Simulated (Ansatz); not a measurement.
**Bands of HfN**

```
Hf N
1.0
     0.00000    2.25900    2.25900
     2.25900    0.00000    2.25900
     2.25900    2.25900    0.00000
Hf N
1 1
Direct
  0.00000 0.00000 0.00000
  0.50000 0.50000 0.50000
```

Atom numbers follow the list: Hf1, N2.

The geometry is COD entry 1539063, unchecked; take it as a test cell.

Spin polarisation is left out, and whether a magnetic state lies lower isn't shown here.

No spin–orbit coupling, which matters for the heavy atoms here.

These are results of DFT, PBE, all-electron LAPW, scalar-relativistic (Ansatz 0.2.0), not measurements.

Numerical set-up: a Γ-centred 10×10×10 k mesh, Fermi–Dirac smearing of 0.03 eV, basis error target 1 meV/atom, no spin polarisation.

Points in fractions of the reciprocal vectors of this cell: Γ (0, 0, 0), X (0.5, 0, 0.5), U (0.625, 0.25, 0.625), K (0.375, 0.375, 0.75), L (0.5, 0.5, 0.5), W (0.5, 0.25, 0.75). The path joins them by straight lines in the order Γ–X–U–K–Γ–L–W–X; legs that retrace an earlier one aren't tabulated. Energies are in eV from the Fermi level.

(1) Metal or insulator at this level of theory?

(2) Tabulate bands 21 to 28, counted from the lowest band of the run, along the path.

Results:

(1) No gap opens: metallic or semimetallic.

(2) 
```tsv
k (1/Å)	point	band 21	band 22	band 23	band 24	band 25	band 26	band 27	band 28
0.00	Γ	-12.59	-2.99	-2.99	-2.99	-0.41	-0.41	-0.41	1.72
0.35		-12.60	-5.06	-3.48	-3.48	-1.15	0.86	0.86	2.13
0.70		-12.62	-6.81	-3.86	-3.86	-2.49	2.86	3.14	3.18
1.04		-12.62	-6.35	-3.80	-3.80	-3.50	3.67	4.59	4.98
1.39	X	-12.61	-5.49	-3.87	-3.69	-3.69	4.04	5.47	5.47
1.51		-12.61	-5.50	-4.39	-3.82	-3.18	4.25	5.31	5.40
1.64		-12.61	-5.53	-5.04	-4.13	-2.54	4.82	4.90	5.19
1.76		-12.61	-5.72	-5.57	-4.56	-1.78	4.38	4.85	5.64
1.88	U	-12.59	-6.39	-5.60	-5.00	-0.88	3.82	4.41	5.96
2.10		-12.57	-6.67	-5.62	-5.31	-0.04	2.67	4.81	5.83
2.31		-12.56	-6.78	-5.61	-5.49	1.18	1.31	5.07	5.77
2.52		-12.57	-6.67	-5.62	-5.31	-0.04	2.67	4.81	5.83
2.73	K	-12.59	-6.39	-5.60	-5.00	-0.88	3.82	4.41	5.96
3.10		-12.54	-7.73	-5.88	-5.52	2.21	2.33	2.74	4.77
3.47		-12.60	-7.08	-5.63	-4.88	0.89	1.11	3.08	3.34
3.84		-12.59	-4.86	-4.25	-3.73	-0.03	-0.01	0.82	2.19
4.21	Γ	-12.59	-2.99	-2.99	-2.99	-0.41	-0.41	-0.41	1.72
4.51		-12.59	-4.32	-3.79	-3.79	-0.08	0.09	0.09	2.75
4.81		-12.59	-6.43	-5.05	-5.05	0.54	1.29	1.29	4.56
5.11		-12.56	-8.20	-5.95	-5.95	1.81	2.81	2.81	5.31
5.41	L	-12.44	-8.95	-6.26	-6.26	3.20	3.64	3.64	4.40
5.66		-12.47	-8.63	-6.12	-6.12	2.54	2.87	3.76	5.69
5.91		-12.53	-7.79	-5.83	-5.76	1.60	2.01	4.31	6.29
6.15		-12.56	-6.78	-5.61	-5.49	1.18	1.31	5.07	5.77
6.40	W	-12.57	-6.18	-5.54	-5.54	1.09	1.09	5.48	5.49
6.57		-12.58	-5.87	-5.58	-5.38	-0.35	2.56	5.27	5.49
6.74		-12.61	-5.55	-5.06	-5.05	-1.68	3.93	4.89	5.48
6.92		-12.61	-5.51	-4.52	-4.14	-2.83	4.39	5.02	5.47
7.09	X	-12.61	-5.49	-3.87	-3.69	-3.69	4.04	5.47	5.47
```
